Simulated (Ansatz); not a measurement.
From input file to script: CuO, space group C2/c in Ansatz 0.2.0.

```yaml
crystal:
  lattice:
    - [2.34185, -1.7113, 0.0]
    - [2.34185, 1.7113, 0.0]
    - [-0.850027, 0.0, 5.057869]
  atoms:
    - { symbol: Cu, position: [0.0, 0.5, 0.0] }
    - { symbol: Cu, position: [0.5, 1.185198694008e-17, 0.5] }
    - { symbol: O, position: [0.5816, 0.4184, 0.25] }
    - { symbol: O, position: [0.4184, 0.5816, 0.75] }
accuracy: medium
basis:
  ecutwfc: 380.9594074438
  ecutrho_ratio: 8
kpoints:
  mp_grid: { grid: [7, 7, 4] }
  band_path:
    path:
      - [-0.61273, -0.38727, 0.0]
      - [-0.5, -0.5, 0.0]
      - [0.0, 0.0, 0.0]
      - [-0.5, -0.5, 0.5]
      - [-0.63351, -0.36649, 0.5]
    npoints: 6
hamiltonian:
  xc: lda
scf:
  n_extra_bands: 10
  convergence: { dr2_threshold: 1.0e-07 }
  mixing: { algorithm: anderson, beta: 0.3 }
  occupations: { method: fermi_dirac, width: 0.05 }
output:
  dos: { de: 0.1, method: { smearing: { sigma: 0.1 } } }
```

Launched from the shell:
```console
$ ansatz run input.yaml --threads 1 --pin off --max-ram 3072MiB --backend cpu --events-out ev --progress --plain --runs-dir out
Warning: basis.ecutwfc = 380.9594074438 eV is below the records' recommended 420 eV, and the density's cutoff is lower with it unless basis.ecutrho_ratio is high enough to keep the records' density cutoff: compare with a run at a higher cutoff
scf.n_extra_bands = 10 over 25 filled bands (N_el = 50.0): the run solves 35 bands
Engine: ansatz 0.2.0, aarch64-unknown-linux-gnu
Pseudopotentials: kind: paw
Pseudopotential: Cu, paw, valence charge 19, recommended cutoff 420 eV (normal), Cu.paw.azcp
Pseudopotential: O, paw, valence charge 6, recommended cutoff 420 eV (normal), O.paw.azcp
Functional definition: SPW92
  exchange = slater_x
  correlation = pw_c
Crystal: 4 atoms, lattice volume = 40.540 Å³
Basis set: ecut = 380.9594074438 eV, 687 PW (Γ)
Bands: 35, of which v1, the nominal top of the filled ones, is band 25 counted from 1 (24 counted from 0)
Symmetry: 4 space group operations
Space group: C2/c (ITA 15), of the structure as read, at distance tolerance 3.4e-5 Å
k-points: 60 of 196
Non-local potential: Cu, projectors of the file, l = 0: 3, l = 1: 2, l = 2: 3, l = 3: 1
Non-local potential: O, projectors of the file, l = 0: 2, l = 1: 2, l = 2: 1
PAW form: soft (Blöchl's): semilocal exchange-correlation on the pseudo side does not see the compensation charge
PAW frozen core: Cu, regenerated for the run's functional, and the local potential with it (the file was generated under x = pbe(κ = 0.804, μ = 0.2195149727645171), c = pbe(β = 0.06672455060314922))
PAW frozen core: O, regenerated for the run's functional, and the local potential with it (the file was generated under x = pbe(κ = 0.804, μ = 0.2195149727645171), c = pbe(β = 0.06672455060314922))
PAW one-centre angular grid: Cu, 590 points (default); XC on 64 Gauss nodes
PAW one-centre angular grid: O, 110 points (default); XC on 64 Gauss nodes
Initial density: superposition of atomic densities (neutral atoms: chi_scale 0, normalization atom), corrected by the library's trained network
Initial wavefunctions: pseudopotential atomic-orbital guess
Functional: x = slater, c = lda
SCF iter   1: F=—  HF=-14219.120856 eV  |F-HF|=—  |Δ(HF+E_count)|=         —  Δρ=2.38e-2  dr2=1.48e-1  ethr=1.77e-3  ⟨swp⟩=5.5  Hψ=7818  notcnv=0  defer=57
preconditioner: auto → Kerker (q_TF=auto, 2.825 Å⁻¹)  [metal: Δε(μ)=0.033 eV  Ē_g=15.503 eV  σ=0.050 eV  W_gap=0.17  n_scr=20 (ndim 8)  ℏωp=34.0 eV  f_vac=0.000  D(μ)=2.26/eV (n_scr^D=22)]
SCF iter   2: F=—  HF=-14219.082900 eV  |F-HF|=—  |Δ(HF+E_count)|=   3.80e-2  Δρ=1.17e-2  dr2=4.18e-2  ethr=2.96e-4  ⟨swp⟩=3.0  Hψ=3865  notcnv=0  defer=194  κ⁻¹=1.0e0(r=1)
SCF iter   3: F=—  HF=-14219.071658 eV  |F-HF|=—  |Δ(HF+E_count)|=   1.12e-2  Δρ=4.13e-3  dr2=2.84e-3  ethr=8.37e-5  ⟨swp⟩=2.0  Hψ=3275  notcnv=0  defer=194  κ⁻¹=1.7e-2(r=2)
SCF iter   4: F=—  HF=-14219.071383 eV  |F-HF|=—  |Δ(HF+E_count)|=   2.75e-4  Δρ=2.91e-3  dr2=1.36e-3  ethr=5.68e-6  ⟨swp⟩=1.0  Hψ=1906  notcnv=0  defer=194  κ⁻¹=4.8e-4(r=3)
SCF iter   5: F=—  HF=-14219.070938 eV  |F-HF|=—  |Δ(HF+E_count)|=   4.46e-4  Δρ=5.86e-4  dr2=5.97e-5  ethr=2.72e-6  ⟨swp⟩=2.1  Hψ=2685  notcnv=0  defer=194  κ⁻¹=9.3e-7(r=4)
SCF iter   6: F=—  HF=-14219.070985 eV  |F-HF|=—  |Δ(HF+E_count)|=   4.75e-5  Δρ=3.01e-4  dr2=1.80e-5  ethr=1.19e-7  ⟨swp⟩=2.0  Hψ=2865  notcnv=0  defer=194  κ⁻¹=8.3e-8(r=5)
SCF iter   7: F=—  HF=-14219.070980 eV  |F-HF|=—  |Δ(HF+E_count)|=   4.88e-6  Δρ=1.85e-4  dr2=8.88e-6  ethr=3.60e-8  ⟨swp⟩=1.9  Hψ=2392  notcnv=0  defer=194  κ⁻¹=8.4e-8(r=6)
SCF iter   8: F=—  HF=-14219.070976 eV  |F-HF|=—  |Δ(HF+E_count)|=   4.76e-6  Δρ=7.73e-5  dr2=8.69e-7  ethr=1.78e-8  ⟨swp⟩=2.0  Hψ=2457  notcnv=0  defer=194  κ⁻¹=5.7e-9(r=7)
SCF iter   9: F=—  HF=-14219.070977 eV  |F-HF|=—  |Δ(HF+E_count)|=   1.07e-6  Δρ=5.31e-5  dr2=7.01e-7  ethr=1.74e-9  ⟨swp⟩=2.1  Hψ=3200  notcnv=0  defer=194  κ⁻¹=4.2e-9(r=7)
SCF iter  10: F=—  HF=-14219.070977 eV  |F-HF|=—  |Δ(HF+E_count)|=   7.45e-8  Δρ=4.36e-5  dr2=4.86e-7  ethr=1.40e-9  ⟨swp⟩=1.0  Hψ=1906  notcnv=0  defer=194  κ⁻¹=7.7e-8(r=7)
SCF iter  11: F=-14219.070976 eV  HF=-14219.070976 eV  |F-HF|=1.06e-8  |Δ(HF+E_count)|=   1.60e-7  Δρ=1.45e-5  dr2=4.26e-8  ethr=2.00e-10  ⟨swp⟩=5.1  Hψ=7502  notcnv=0
SCF 1 converged in 11 iterations: F = -14219.070976 eV  dr2 = 4.26e-8
  greatest PAW one-centre occupation: 1.000 electrons in one spin orbital (limit 2), on the Cu atom at site 1 (counted from 0), in its partial waves of l = 0
NSCF: frozen V_eff on 25 k-points
SCF converged after 11 iterations
Stability not checked: this state was not tested for a lower state beside it, because the mixer in use, unlike msr1, does not test its closes by its own steps (another_mixer; see scf.mixing.algorithm and scf.lower_state_search)
Free energy (F): -14219.070976 eV
Harris-Foulkes:  -14219.070976 eV  (|F-HF|=1.06e-8)
Internal energy: -14219.052670 eV  (E = F + TS)
E sigma→0 (E₀):  -14219.061823 eV
Entropy (-TS):   -0.018307 eV (-4.577 meV/atom)
Fermi energy:    11.783385 eV
--- Per-component energies (eV) ---
  E_band       = -868.244323
  E_kinetic    = 941.509766
  E_local      = -9665.310391  (includes V_loc(G=0)·N_el)
  E_nonlocal   = 890.381940
  E_hartree    = 4175.893713
  E_xc         = -320.268968
  E_vxc        = -413.730899  (∫ρ·V_xc dr)
  E_paw        = -3478.024322  (= ΣΔE_a)
  E_vpaw       = -972.859409  (= ΣTr[D̂ρ^β])
  E_aug_tail   = 0.000513  (compensation charges beyond the density's cutoff)
  E_ewald      = -6764.328084
  E_core_change = 1.093163  (= ΣΔE_core)
  E_smearing   = -0.018307  (= −TS)
  E_closure    = -0.000000  (closes the sum)
  Σ components = -14219.070976   (vs F -14219.070976, Δ=0.00e0)
--- Band table (eV; the first three rows and the last of 60) ---
  k-point 0: bands = ["-99.9556", "-99.9549", "-57.9351", "-57.9347", "-57.8944", "-57.8857", "-57.4862", "-57.4857", "-7.9130", "-6.5095", "3.5210", "6.1526", "6.5633", "8.4413", "8.6682", "8.6741", "8.6852", "8.8045", "9.0970", "9.1656", "9.3914", "9.5695", "9.6286", "10.1422", "11.9979", "12.7208", "13.4750", "17.7003", "19.8067", "24.9196", "27.3277", "27.9695", "28.3819", "28.5335", "29.5850"]
  k-point 1: bands = ["-99.9555", "-99.9550", "-57.9350", "-57.9347", "-57.8932", "-57.8870", "-57.4861", "-57.4858", "-7.7398", "-6.7564", "4.1201", "6.2777", "6.6016", "7.5189", "7.9877", "8.0707", "8.8581", "9.0373", "9.2959", "9.3323", "9.4999", "9.7626", "9.9954", "9.9991", "11.9392", "12.4810", "14.2548", "16.9421", "21.0003", "24.9613", "26.3275", "26.6732", "28.4507", "28.9119", "29.9983"]
  k-point 2: bands = ["-99.9553", "-99.9553", "-57.9348", "-57.9348", "-57.8901", "-57.8901", "-57.4859", "-57.4859", "-7.2835", "-7.2835", "5.6435", "5.6435", "6.5481", "6.5481", "7.7170", "7.7170", "9.0392", "9.0392", "9.3883", "9.3883", "9.5717", "9.5717", "10.2818", "10.2818", "12.0121", "12.0121", "15.6640", "15.6640", "23.2970", "23.2970", "25.8828", "25.8828", "28.8082", "28.8082", "30.0504"]
  k-point 59: bands = ["-99.9539", "-99.9539", "-57.9470", "-57.9470", "-57.8901", "-57.8901", "-57.4942", "-57.4942", "-6.4013", "-6.4013", "5.2291", "5.2291", "5.9960", "5.9960", "6.6964", "6.6964", "9.1410", "9.1410", "9.5201", "9.5201", "10.0684", "10.0684", "10.3956", "10.3956", "11.4455", "11.4455", "17.1180", "17.1180", "20.6289", "20.6289", "24.2430", "24.2430", "26.5848", "26.5848", "29.2384"]
```

Script `run_bands.py`:
```python
"""Band structure of CuO."""

import warnings

import ansatz as az
from ase import Atoms
import numpy as np

FUNCTIONAL = "lda"
KMESH = (7, 7, 4)
WIDTH_EV = 0.05
MIXING_BETA = 0.3
SCF_TOL = 1e-07
EXTRA_BANDS = 10

warnings.simplefilter("ignore", az.DeckWarning)

atoms = Atoms(
    ["Cu", "Cu", "O", "O"],
    scaled_positions=[
        [0.0, 0.5, 0.0],
        [0.5, 0.0, 0.5],
        [0.5816, 0.4184, 0.25],
        [0.4184, 0.5816, 0.75],
    ],
    cell=[
        [2.34185, -1.7113, 0.0],
        [2.34185, 1.7113, 0.0],
        [-0.850027, 0.0, 5.057869],
    ],
    pbc=True,
)
crystal = az.Crystal.from_ase(atoms)

# vertices of the path, as fractions of the reciprocal vectors
path = [
    ("C_2", (-0.61273, -0.38727, 0.0)),
    ("Y_2", (-0.5, -0.5, 0.0)),
    ("G", (0.0, 0.0, 0.0)),
    ("M_2", (-0.5, -0.5, 0.5)),
    ("D", (-0.63351, -0.36649, 0.5)),
]
setup = (
    crystal.calculation()
    .functional(FUNCTIONAL)
    .basis(28 * az.Ry, density_ratio=8)
    .accuracy("medium")
    .kpoints(*KMESH)
    .occupations(az.OccupationsMethod.FERMI_DIRAC, width=WIDTH_EV)
    .mixing("anderson", beta=MIXING_BETA)
    .scf(tolerance=SCF_TOL)
    .band_structure([point for _, point in path], intervals=6)
    .scf(extra_bands=EXTRA_BANDS)
    .density_of_states(energy_step=0.1, method="smearing", broadening_width=0.1)
)
out = setup.run(threads=1)
data = out.report

print(f"free energy      {data['free_energy_ev']:.5f} eV")
print(f"per atom         {data['free_energy_ev'] / len(out.lattice.sites):.5f} eV")
print(f"SCF iterations   {data['n_iterations']}  (converged: {data['converged']})")

dos = out.density_of_states()
energy = np.asarray(dos.energies_ev) - dos.fermi_ev
states, count = np.asarray(dos.spin_summed_g_bin_mean_per_ev), np.asarray(dos.spin_summed_integrated)
g_fermi = float(np.interp(0.0, energy, states))
print(f"g(E_F) = {g_fermi:.3f} states/eV per cell")
# Sommerfeld coefficient of bare band electrons: pi^2 k_B^2 g / 3
gamma = np.pi ** 2 / 3 * 8.617333e-5 ** 2 * g_fermi * 96485.33e3 / len(out.lattice.sites)
print(f"bare Sommerfeld coefficient {gamma:.2f} mJ/(mol of atoms K^2)")
for low, high in ((-10, -6), (-6, -3), (-3, 0), (0, 3)):
    print(f"states between {low} and {high} eV: {np.interp(high, energy, count) - np.interp(low, energy, count):.3f}")

bands = out.band_structure()
fermi = bands.fermi_energy_ev
print(f"zero of the bands: {fermi:.3f} eV, the Fermi level found on the SCF mesh")
for spin, channel in enumerate(bands.channels):
    print("channel", spin, "- computed levels within 6 eV of the Fermi level")
    for i, (label, _) in enumerate(path):
        levels = channel.eigenvalues_ev[i * 6] - fermi
        print(f"  {label:3s}", " ".join(f"{e:7.3f}" for e in levels if abs(e) < 6))
```

```console
$ python run_bands.py
free energy      -14219.07098 eV
per atom         -3554.76774 eV
SCF iterations   11  (converged: True)
g(E_F) = 2.207 states/eV per cell
bare Sommerfeld coefficient 1.30 mJ/(mol of atoms K^2)
states between -10 and -6 eV: 3.876
states between -6 and -3 eV: 8.327
states between -3 and 0 eV: 17.793
states between 0 and 3 eV: 2.111
zero of the bands: 11.783 eV, the Fermi level found on the SCF mesh
channel 0 - computed levels within 6 eV of the Fermi level
  C_2  -5.491  -4.790  -4.681  -2.655  -2.411  -2.335  -2.149  -2.070  -1.992  -1.391  -1.341  -1.299   0.879   4.747
  Y_2  -5.985  -5.492  -4.726  -3.887  -3.194  -2.641  -2.265  -2.239  -2.129  -2.125  -1.681  -1.202  -0.648   1.061   3.208
  G    -5.631  -5.220  -3.342  -3.115  -3.109  -3.098  -2.979  -2.686  -2.618  -2.392  -2.214  -2.155  -1.641   0.215   0.937   1.692   5.917
  M_2  -5.669  -5.669  -5.075  -5.075  -2.709  -2.709  -2.236  -2.236  -1.644  -1.644  -1.292  -1.292  -0.435  -0.435   5.080   5.080
  D    -5.064  -5.064  -2.536  -2.536  -2.303  -2.303  -1.793  -1.793  -1.482  -1.482  -0.300  -0.300   5.717   5.717
```

What to keep in mind:
- The settings weren't tested for convergence.
- The cutoff lies under the one recommended for these potentials.
- No spin polarisation was allowed.
- The mesh is modest for a metal, so energies can be off by several to tens of meV an atom and pressures by half a GPa or more; differences at equal mesh fare better.
- Without a Hubbard U or exact exchange, semilocal functionals often make such 3d compounds metallic or too weakly gapped.
- The structure is a deposited one; some such entries were measured under pressure or heat, so a shift against it needn't be the functional's error alone.
- Gaps and levels are Kohn-Sham values on a finite set of k-points.
- The density of states is complete only as far up as bands were computed.
- The script silences the warnings on its input, which a real study should read.
- Wall time of the script: 6.5 s on 1 thread of Arm Neoverse V1 (shared host), peak memory 0.41 GiB.

(Lines on the test bed's own set-up are left out of the output.)
